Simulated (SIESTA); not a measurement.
# CoO under changes of volume

One of the cells (11.575 Å³/atom); the others are scaled copies at fixed shape and fractional positions:

```xyz
4
Lattice="3.1976 0.0000 0.0000 -1.5988 2.7692 0.0000 0.0000 0.0000 5.2287" Properties=species:S:1:pos:R:3 pbc="T T T"
Co    0.0000    1.8462    2.6319
Co    0.0000    0.0000    0.0182
O     0.0000    1.8462    4.5571
O     0.0000    0.0000    1.9430
```

Measurements of this composition are mostly on another form, of space group No. 225.

```yaml
Program: SIESTA 5.4.2
Functional: PBEsol
Potentials_or_basis: PseudoDojo 0.4 standard (PBEsol files)
Basis: DZP (energy shift 0.003 Ry; two zetas on semicore shells)
Grid_cutoff: 800 Ry
Energy_shift: 0.003 Ry
k_mesh: 8 × 8 × 4
Occupations: fermi-dirac, width 0.05 eV
Spin: collinear spin, ferromagnetic start
Starting_moments: "[2.0, 2.0, 0.0, 0.0] μB"
```

```csv
volume (Å³/atom),energy over the lowest point (meV/atom),pressure (GPa),moment (μB per cell),largest force (eV/Å)
10.881,?,?,?,?
11.112,0.00,-1.5,5.59,0.346
11.344,3.81,-3.9,5.72,0.319
11.575,10.97,-6.2,5.83,0.291
11.807,21.46,-8.6,5.91,0.264
12.038,35.18,-10.6,5.95,0.241
12.270,51.68,-12.5,5.98,0.225
```

Task: What does the run at 10.881 Å³/atom give?

Result: Energy over the lowest point 0.01 meV/atom; pressure 1.2 GPa; moment 5.38 μB per cell; largest force 0.384 eV/Å.

Worked out: A Birch-Murnaghan fit of order 3 (a polynomial in V^(-2/3)) to the other rows has its minimum at 10.99 Å³/atom, just outside them, with B0 = V·E''(V) = 124 GPa (rough, since the energies scatter) at fixed shape and positions, which overstates the stiffness. It gives -0.07 meV/atom at 10.881 Å³/atom, against the run's 0.01, and -dE/dV = 1.2 GPa, against 1.2. A parabola through the other rows of the moment, of slope 0.756 μB per Å³/atom there, extrapolates to 5.43 μB, against the run's 5.38. The fit is too stiff a form for this range.

Energies are extrapolated to zero smearing.

Caveats: short orbitals over semicore shells can move pressures by several GPa; the basis of atomic orbitals isn't converged, which shifts pressures, moduli and gaps.
